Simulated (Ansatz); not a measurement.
Here is an Ansatz 0.2.0 calculation.

Contents of input.yaml:

```yaml
crystal:
  lattice:
    - [0.0, 2.403555696, 2.403555696]
    - [2.403555696, 0.0, 2.403555696]
    - [2.403555696, 2.403555696, 0.0]
  atoms:
    - { symbol: Ca, position: [0.0, 0.0, 0.0] }
    - { symbol: O, position: [0.5, 0.5, 0.5] }
hamiltonian:
  xc: revpbe
  pseudopotentials: { kind: paw, source: jth }
  dispersion: d3bjatm
kpoints:
  mp_grid: { grid: [10, 10, 10] }
scf:
  occupations: { method: fermi_dirac, width: 0.05 }
  n_extra_bands: 1
output:
  forces: true
  stress: true
  write_density: true
  write_potential: true
  elf: true
  volumetric_format: npy
relax:
  f_tol: 0.01
  max_steps: 40
  cell: { stress_tol: 0.05 }
```

Potentials or basis: JTH PAW.

Launch:

```sh
$ ansatz run input.yaml --threads 1 --pin off --max-ram 2560MiB --backend cpu --events-out ev --progress --plain --runs-dir out
```

**Question.** What does it give for the relaxed volume?

**Answer.** 13.72 Å³/atom.

**Question.** Predict the space group after relaxing (to 0.05 Å).

**Answer.** Fm-3m (No. 225).

**Question.** Predict the band gap on the k mesh.

**Answer.** 3.73 eV, indirect (least direct gap 4.10 eV).

Final structure:
```yaml
crystal:
  lattice:
    - [0.00000, 2.39376, 2.39376]
    - [2.39376, 0.00000, 2.39376]
    - [2.39376, 2.39376, 0.00000]
  atoms:
    - { symbol: Ca, position: [0.00000, 0.00000, 0.00000] }
    - { symbol: O, position: [0.50000, 0.50000, 0.50000] }
```

Caveat: the plane-wave basis is chosen anew once the cell has moved, so the energies of steps on either side of that aren't comparable. A k mesh can miss the band edges.
